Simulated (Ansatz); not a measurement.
# The polar optical mode of AlP at 2 GPa, worked through

The calculation used Ansatz, DFT PBEsol, scalar-relativistic, plane waves, PAW. Cutoff 420 eV, 10×10×10 k-points (Γ-centred), fixed occupations. No spin polarisation. Phonons by linear response, acoustic sum rule imposed.

The cell, relaxed at 2 GPa:
```cif
data_structure
_symmetry_space_group_name_H-M 'F-43m'
_symmetry_Int_Tables_number 216
_cell_length_a 5.4304
_cell_length_b 5.4304
_cell_length_c 5.4304
_cell_angle_alpha 90.000
_cell_angle_beta 90.000
_cell_angle_gamma 90.000
_cell_volume 160.14
loop_
_atom_site_label
_atom_site_type_symbol
_atom_site_symmetry_multiplicity
_atom_site_Wyckoff_symbol
_atom_site_fract_x
_atom_site_fract_y
_atom_site_fract_z
_atom_site_occupancy
Al1 Al 4 a 0.00000 0.00000 0.00000 1
P1 P 4 c 0.25000 0.25000 0.25000 1
```

Linear response gives ν_TO = 445.8 cm⁻¹, Born charges ±2.221 e (positive on Al) and ε∞ = 8.277. The primitive cell holds 40.036 Å³, and the masses are 26.982 and 30.974 amu.

Q: Find ν_LO and the static dielectric constant.

A: The long-wave field adds a restoring force: ω_LO² − ω_TO² = Z*²e²/(ε_vac ε∞ μV). In these units ν_LO² − ν_TO² = 4.92064×10⁷ Z*²/(μ V ε∞) cm⁻², with μ = m₁m₂/(m₁ + m₂) = 14.420 amu: 50776 cm⁻². So ν_LO = √(445.8² + 50776) = 499.5 cm⁻¹, and the run gives 499.6. Lyddane–Sachs–Teller then gives ε0 = ε∞ (ν_LO/ν_TO)² = 10.39, against 10.39 in the run (it forms both from the same three quantities, so the match checks the arithmetic only). Between ν_TO and ν_LO the dielectric function is negative and an undamped crystal reflects fully: a reststrahlen band from 20.0 to 22.4 μm.

Q: What do the Clausius–Mossotti polarisability and the Szigeti charge come to?

A: With the Lorentz local field, α = (3V/4π)(ε∞ − 1)/(ε∞ + 2) = 6.77 Å³ for the pair, and e_S = 3Z*/(ε∞ + 2) = 0.65 e. The Born charge includes the electrons' response to the dipole's own local field, and e_S takes that enhancement out. The Lorentz field assumes point-like polarisable ions, a poor picture once ε∞ is this large, since the electron clouds then overlap or are shared, so both numbers are formal here.

Q: How strongly does a slow electron couple to the LO mode?

A: For one isotropic parabolic band, Fröhlich's constant is α_F = (1/ε∞ − 1/ε0) √(m* Ry/ħω_LO), with Ry = 13.606 eV, ħω_LO = 61.9 meV and m* in free-electron masses: α_F = 0.0246 × 14.82 × √m* = 0.36 √m*. The band mass isn't part of this run; for m* = 0.1, 0.3 and 1 it gives 0.12, 0.20, 0.36. In weak coupling the polaron lies α_F ħω_LO below the band edge (12 meV at m* = 0.3) with a mass m*(1 + α_F/6); past α_F of about 5 or 6 that expansion fails. A semilocal functional's ε∞ tends to be too large, which taken alone lowers α_F.

Cost: 1 run of about 1.3 core-minutes, on Intel Xeon Processor @ 2.50GHz (Skylake/Cascade Lake) (shared hosts).

AlP behaves here as a polar covalent semiconductor. The electronegativity difference polarises the sp³ bonds towards P, and moving the sublattices shifts further bond charge. The Born charge of 2.221 e therefore measures a dynamic response, not the static charge on Al.

The LO-TO splitting is modest because the valence electrons screen the long-range field well, while stiff bonds between light atoms already place the TO mode at 445.8 cm⁻¹. The same stiffness limits the ionic part of the static response, so most of the rise from the vacuum value to ε0 = 10.39 is electronic. With little lattice polarisation left to follow a slow carrier, and a fairly high LO energy, the Fröhlich coupling is weak for all three trial masses. This supports a large, lightly dressed polaron rather than self-trapping by the polar mode.

The conduction minima of AlP lie at or near X and are anisotropic, so a quantitative electron polaron would need the full mass tensor, not one isotropic mass.
